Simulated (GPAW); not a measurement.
## GaAs: single point with PBE

**Experimental background.**

“Evidence of valence band perturbations in GaAsN/GaAs(001): A combined variable-angle spectroscopic ellipsometry and modulated photoreflectance investigation”, 2008, arxiv:0805.2212 reports, for a bulk crystal of GaAs at 300 K: band gap 1.418 ± 0.005 eV (direct).

The system is GaAs.

```
As Ga
1.0
     0.00000    2.82685    2.82685
     2.82685    0.00000    2.82685
     2.82685    2.82685    0.00000
As Ga
1 1
Direct
  0.75000 0.75000 0.75000
  0.00000 0.00000 0.00000
```

```yaml
Program: GPAW 26.7.0
Task: single point
Functional: PBE
Potentials_or_basis: GPAW PAW data sets (gpaw-data 1.2.1)
Cutoff: 600 eV
Basis: pw
k_mesh: 8 × 8 × 8
Occupations: gaussian, width 0.013 eV
Spin: no spin polarisation
Maxiter: 150
```

```yaml
Pressure: 4.3 GPa
Band_gap_on_the_k_mesh: 0.59 eV, direct
```

Levels at points of the mesh, in eV from the valence-band top:
```tsv
k point	band 1	band 2	band 3	band 4	band 5	band 6	band 7
(0.00, 0.00, 0.00)	-12.70	0.00	0.00	0.00	0.59	3.77	3.77
(0.50, 0.50, 0.00)	-10.34	-6.79	-2.66	-2.66	1.48	1.68	10.22
(0.50, 0.50, 0.50)	-11.06	-6.61	-1.13	-1.13	1.05	4.67	4.67
```

Wall time 8.5 s on 1 thread of Arm Neoverse V2, on a shared host, peak memory 0.15 GiB.

Measured gap of GaAs: 1.418 eV (direct; 300 K; “Evidence of valence band perturbations in GaAsN/GaAs(001): A combined variable-angle spectroscopic ellipsometry and modulated photoreflectance investigation”, 2008, arxiv:0805.2212). This calculation gives 0.59 eV (-0.83 eV). 3 values of this kind are on record (1.412 to 1.51 eV); this one was drawn at random among those near their median, those with a stated uncertainty first. Spin-orbit coupling on As, Ga is left out. The value is that of PBE on a finite k mesh, which can miss the band edges, without temperature or zero-point motion. Semilocal functionals fall short of measured gaps as a rule.
